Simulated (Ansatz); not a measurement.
## Effect of biaxial strain −4.18 %, plane normal [001], relaxed out of plane on InN

The reference is InN in the zinc blende structure (space group F-43m, No. 216; a = 5.000 Å). Axes: x, y, z lie along the cube axes.

It is then changed as follows: compressive biaxial strain of 4.18 % in the plane normal to [001], as in epitaxy on a mismatched substrate; the out-of-plane cell vector and the atoms relax.

Level of theory: r2SCAN, PAW, 500 eV (Ansatz, a quantum-chemistry and plane-wave program; without spin-orbit coupling), earlier PAW set. Settings: 11×11×11 k-points, 0.05 eV Fermi–Dirac smearing.

```csv
quantity,base,changed,shift
volume per atom,15.62 Å³,15.10 Å³,-0.526 Å³
space group,F-43m (No. 216),I-4m2 (No. 119),–
shortest interatomic distance,2.165 Å,2.145 Å,-0.020 Å
energy relative to the base (free energy F),0 meV/atom,+26 meV/atom,+26 meV/atom
"pressure (mean of the normal stresses, compression positive)",0.0 GPa,4.5 GPa,+4.5 GPa
band gap,zero,zero,–
out-of-plane strain (rough),–,+5.25 %,–
mean in-plane stress (compression positive) (rough),–,+6.8 GPa,–
```

A case with no gap was solved on a k-mesh chosen for an insulator, which is coarse for it. Without a gap, meshes like the base's 11×11×11 leave anisotropic stresses uncertain by several tenths of a GPa, and small strain energies with them. Stability against distortions was not tested. All final runs are without spin polarisation. This is not the structure that InN has at room temperature and ambient pressure. The zero or small gap of InN can change with the level of theory.
